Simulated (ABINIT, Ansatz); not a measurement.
# ZnSe (Stilleite): G0W0 with ABINIT, start to end, part 3 of 3

Wanted: ground state, empty states, screening and self-energy for ZnSe (Stilleite).

ABINIT 10.8.3; PBE and many-body steps on it, plane waves. Known limits of the many-body steps: not at the basis limit; exchange with frozen shells missing; no spin-orbit coupling; coarse k mesh.

So far. Step 4 (Empty states on the mesh, 4×4×4 mesh, 129 bands): On this mesh the gap is 1.288 eV. Step 5 (Screening, 4×4×4 mesh, 121 bands, screening to 176.9 eV): Local fields lower ε∞ by 6 %. On a Γ-centred mesh this coarse the value itself is usually too large, while a short band sum pulls it down.

**6. Self-energy, 4×4×4 mesh, 121 bands, screening to 176.9 eV**

The self-energy is evaluated for the states that the input lists, and the levels follow from it, in one-shot runs by the linearised quasiparticle equation.

This step: G0W0 on PBE, plane waves, norm-conserving pseudopotentials.

Input file run.abi:

```
acell 3*1.0 Angstrom
rprim 
  -0.000000000000 2.833800000000 2.833800000000
  2.833800000000 -0.000000000000 2.833800000000
  2.833800000000 2.833800000000 0.000000000000
ntypat 2
znucl 30 34
natom 2
typat 1 2
xred 
  0.000000000000 0.000000000000 0.000000000000
  0.250000000000 0.250000000000 0.250000000000
pp_dirpath "pseudos"
pseudos "Zn.upf, Se.upf"
ecut 39
ngkpt 4 4 4
nshiftk 1
shiftk 0 0 0
kptopt 1
chksymbreak 0
istwfk *1
occopt 1
irdwfk 1
optdriver 4
nband 121
gwcalctyp 0
ecutsigx 39
symsigma 1
nkptgw 1
kptgw 
  0.0000000000 0.0000000000 0.0000000000
bdgw 
  16 22
ecuteps 6.5
irdscr 1
ppmodel 1
indata_prefix "in"
outdata_prefix "out"
tmpdata_prefix "tmp"
```

On the command line:

```
OMP_NUM_THREADS=1 mpirun -n 4 abinit run.abi > log
```

Numbers of over 12 decimals in the logs are rounded to 6 here.

The log of the run:

```text
.Version 10.8.3 of ABINIT. v10.8.2 released Aug 2026.

 Symmetries : space group F-4 3 m (#216); Bravais cF (face-center cubic)
[... echo of the input left out ...]
== DATASET  1 ==================================================================
-   mpi_nproc: 4, omp_nthreads: 1 (-1 if OMP is not activated)

--- !DatasetInfo
iteration_state: {dtset: 1, }
dimensions: {natom: 2, nkpt: 8, mband: 121, nsppol: 1, nspinor: 1, nspden: 1, mpw: 3591, }
cutoff_energies: {ecut:  39.0, pawecutdg:  -1.0, }
electrons: {nelect:   3.60000000E+01, charge:   0.00000000E+00, occopt:   1.00000000E+00, tsmear:   1.00000000E-02, }

 SIGMA: Calculation of the GW corrections

 Based on a program developped by R.W. Godby, V. Olevano, G. Onida, and L. Reining.
 Incorporated in ABINIT by V. Olevano, G.-M. Rignanese, and M. Torrent.
.Using double precision arithmetic ; gwpc =  8

[... cell and pseudopotentials left out ...]
--------------------------------------------------------------------------------

 ==== K-mesh for the wavefunctions ====
 Number of points in the irreducible wedge :     8
[... list of points left out ...]
 Together with 24 symmetry operations and time-reversal symmetry
 yields    64 points in the full Brillouin Zone.

 ==== Q-mesh for screening function ====
 Number of points in the irreducible wedge :     8
[... list of points left out ...]
 Together with 24 symmetry operations and time-reversal symmetry
 yields    64 points in the full Brillouin Zone.

 vcoul_init : cutoff-mode = AUXILIARY_FUNCTION
 q-points for optical limit:   1
     1)      0.000010    0.000020    0.000030
 setmesh: FFT mesh size selected  =    45x   45x   45
          total number of points  =        91125

 Number of electrons calculated from density =   36.0000; Expected =   36.0000
 average of density, n =  0.117211
 r_s =    1.2676
 omega_plasma =   33.0248 [eV]

 === KS Band Gaps ===
  >>>> For spin  1
   Minimum direct gap =   1.2881 [eV], located at k-point      :   0.0000  0.0000  0.0000
   Fundamental gap    =   1.2881 [eV], Top of valence bands at :   0.0000  0.0000  0.0000
                                       Bottom of conduction at :   0.0000  0.0000  0.0000
 SIGMA fundamental parameters:
 PLASMON POLE MODEL  1
 number of plane-waves for SigmaX                 3527
 number of plane-waves for SigmaC and W            259
 number of plane-waves for wavefunctions          3527
 number of bands                                   121
 number of independent spin polarizations            1
 number of spinorial components                      1
 number of k-points in IBZ                           8
 number of q-points in IBZ                           8
 number of symmetry operations                      24
 number of k-points in BZ                           64
 number of q-points in BZ                           64
 number of frequencies for dSigma/dE                 9
 frequency step for dSigma/dE [eV]                0.25
 number of omega for Sigma on real axis              0
 max omega for Sigma on real axis  [eV]           0.00
 zcut for avoiding poles [eV]                     0.10

 EPSILON^-1 parameters (SCR file):
 dimension of the eps^-1 matrix on file            259
 dimension of the eps^-1 matrix used               259
 number of plane-waves for wavefunctions          3527
 number of bands                                   121
 number of q-points in IBZ                           8
 number of frequencies                               2
 number of real frequencies                          1
 number of imag frequencies                          1

 matrix elements of self-energy operator (all in [eV])

 Perturbative Calculation

--- !SelfEnergy_ee
iteration_state: {dtset: 1, }
kpoint     : [   0.000,    0.000,    0.000, ]
spin       : 1
KS_gap     :    1.288
QP_gap     :    2.530
Delta_QP_KS:    1.242
data: !SigmaeeData |
     Band     E0 <VxcDFT>   SigX SigC(E0)      Z dSigC/dE  Sig(E)    E-E0       E
       16   3.405 -16.589 -20.446   2.281   0.799  -0.252 -17.848  -1.259   2.146
       17   3.405 -16.589 -20.446   2.281   0.799  -0.252 -17.848  -1.259   2.146
       18   3.405 -16.589 -20.446   2.281   0.799  -0.252 -17.848  -1.259   2.146
       19   4.693 -12.624  -8.875  -3.771   0.815  -0.227 -12.642  -0.018   4.676
       20   9.220 -10.891  -5.994  -4.385   0.812  -0.231 -10.475   0.416   9.636
       21   9.220 -10.891  -5.994  -4.385   0.812  -0.231 -10.475   0.416   9.636
       22   9.220 -10.891  -5.994  -4.385   0.812  -0.231 -10.475   0.416   9.636

== END DATASET(S) ==============================================================
================================================================================

 -outvars: echo values of variables after computation  --------
           etotal      0.0000000000E+00
            nband         121
             nkpt           8
          spgroup         216
 [... the other variables as echoed above ...]

 Calculation completed.
```

The job ended after 15 s (4 MPI ranks of Arm Neoverse N1, shared host; peak memory 0.83 GiB; 58 s of CPU time).

Numbers from this step:

| Quantity | Value |
| --- | --- |
| G0W0 gap on the points computed | 2.530 eV |
| starting gap on the mesh | 1.288 eV |
| k of the valence top | 0, 0, 0 |
| k of the conduction bottom | 0, 0, 0 |
| Z at the valence top | 0.799 |
| Z at the conduction bottom | 0.815 |
| least direct G0W0 gap on the computed points | 2.530 eV |

The gap on the mesh goes from 1.29 eV to 2.53 eV, a correction of +1.24 eV.

Limits: finite bands, cutoff and mesh; exchange with frozen shells missing; no spin-orbit coupling; coarse k mesh. v1 is the top filled band, c1 the lowest empty one. Levels before and after the correction, in eV, zero at the valence-band top of each column:

```csv
,conduction bottom,valence top
Kohn-Sham,1.29,0.00
G0W0,2.53,0.00
```

```
             level  energy (eV)
Kohn-Sham  Γ v3-v1        0.000
Kohn-Sham     Γ c1        1.288
Kohn-Sham  Γ c2-c4        5.815
     G0W0  Γ v3-v1        0.000
     G0W0     Γ c1        2.530
     G0W0  Γ c2-c4        7.490
```

**7. Where the time went**

Times are wall times on 4 MPI ranks of Arm Neoverse N1, shared host, good to a factor of about two.

```
                          step     time  share  memory (GiB)
                  ground state     36 s   12 %          0.33
bands along the symmetry lines     39 s   13 %          0.32
      empty states on the mesh  1.8 min   36 %           3.0
                     screening     99 s   33 %          0.99
                   self-energy     15 s    5 %          0.83
```

**8. Outcome**

| Property | Result |
| --- | --- |
| PBE gap | 1.29 eV, direct |
| G0W0 gap on the mesh | 2.53 eV |
| GW settings | 4×4×4 mesh, 121 bands, screening to 176.9 eV, Godby-Needs plasmon pole |
| known limits | not at the basis limit; exchange with frozen shells missing; no spin-orbit coupling; coarse k mesh |

What this shows: G0W0 moves the gap on the mesh from 1.29 eV to 2.53 eV (+1.24 eV), with Z of 0.80 and 0.81 at the edges. Local fields lower the RPA ε∞ on this mesh from 15.00 to 14.03; a Γ-centred mesh this coarse tends to raise both, most where the direct gap is narrow, while a short band sum lowers them. Only 1 of the mesh's irreducible points was corrected, so a valley elsewhere could overtake. Against experiment, by G0W0@PBE: the direct gap of 2.53 eV lies −0.16 eV from the measured 2.695 ± 0.003 eV (exciton, 300 K, 2023). An exciton line or allowed optical edge lies below the quasiparticle gap by the binding energy; a forbidden edge can push the onset above it. The calculation has static nuclei and no excitons; a measured gap holds zero-point and thermal motion, which mostly lowers it. Bands and cutoff are finite, so the gap is not at the basis limit. The miss can reach some tenths of an eV and take either sign; the mesh is an error of its own. In the G0W0 run levels were corrected at 1 k point alone, so a gap called «on the mesh» is the least over those, and an edge elsewhere would be missed. The 4×4×4 mesh is coarse for this cell, which bears on the long-range parts of exchange and screening. The norm-conserving file of at least one element keeps a d shell over frozen s and p shells of the same row. Exchange with those shells is missing from the self-energy, an error of 0.3 to 0.9 eV in cases checked, whose sign depends on which edge lies on those atoms. The many-body steps are scalar-relativistic: spin-orbit coupling is not in them.

[Paths, hosts, dates, memory and timing lines, banners, echoed tables and standing remarks are left out of the program output.]

[Logs are printed without paths, hosts, clocks, repeated set-up lines and the standing remarks that a program may print on its own settings, such as how far it seeks lower states.]

[Runs of the session that timed out or met a known fault of the program may be left out.]

[Hosts, paths, dates, database ids (printed as entryN), source tags and the programs' standing remarks are cut or masked in the printed files.]

[G0W0 gaps are taken among the corrected bands and points alone; a level outside them can change the order at an edge.]

[Where Ansatz stands beside ABINIT at settings called matched, ABINIT's density can come from a denser mesh and the files from another edition; pairs whose starting gaps differed by over 0.03 eV were left out, so agreement reads better than it is.]
